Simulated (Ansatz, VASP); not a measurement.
**NaCl: VASP beside Ansatz**

The input INCAR:

```
SYSTEM = NaCl
PREC = Accurate ; ENCUT = 520
EDIFF = 1E-6 ; ISMEAR = 0
SIGMA = 0.05 ; LREAL = .FALSE.
LASPH = .TRUE. ; NELM = 80
ALGO = Normal ; ISIF = 2
LWAVE = .FALSE. ; LCHARG = .FALSE.
GGA = PS ; NBANDS = 14
```

The input KPOINTS:

```
Automatic mesh
0
G
  6 6 6
  0 0 0
```

Contents of POSCAR:

```
NaCl
1.0
    3.5021900000      0.0000000000      0.0656660625
    0.0000000000      3.5021900000      0.0000000000
    0.0656660625      0.0000000000      3.5021900000
Na Cl
1 1
Direct
    0.0000000000      0.0000000000      0.0000000000
    0.5000000000      0.5000000000      0.5000000000
```

Input for Ansatz:

```yaml
crystal:
  lattice:
    - [3.50219, 0.0, 0.0656660625]
    - [0.0, 3.50219, 0.0]
    - [0.0656660625, 0.0, 3.50219]
  atoms:
    - { symbol: Na, position: [0.0, 0.0, 0.0] }
    - { symbol: Cl, position: [0.5, 0.5, 0.5] }
basis:
  ecutwfc: 420
kpoints:
  mp_grid: { grid: [6, 6, 6] }
hamiltonian:
  xc: pbesol
scf:
  occupations: { method: gaussian, width: 0.05 }
output:
  forces: true
  stress: true
  eigenvalues: true
```

Change from the starting cell: strain +0.0375 x Voigt [0, 0, 0, 0, 1, 0], atoms carried along.

Alike in both runs: task single point; functional PBEsol; k mesh 6 × 6 × 6; occupations gaussian, width 0.05 eV; no spin polarisation.

|  | VASP | Ansatz |
| --- | --- | --- |
| version | VASP 6.6.1 | Ansatz 0.2.0 |
| potentials or method | VASP PAW PBE potentials, release 64 (Na_pv, Cl) | scalar-relativistic, plane waves, PAW |
| plane-wave cutoff (eV) | 520 | 420 |
| valence electrons in the cell | 14 | 16 |

|  | VASP | Ansatz | Ansatz less VASP |
| --- | --- | --- | --- |
| gap on the k mesh at the Fermi level (eV) | 3.84 | 3.85 | +0.003 |
| least direct gap on the mesh (eV) | 4.29 | 4.29 | +0.003 |
| pressure (GPa) | -1.2 | -1.2 | 0.00 |
| largest component of the traceless stress (GPa) | 0.09 | 0.09 | +0.004 |

The two sets of potentials don't hold the same shells in valence.

Caveats: the PAW data sets were made with another functional, which shifts forces and pressure a little (VASP). A k mesh can miss the band edges.
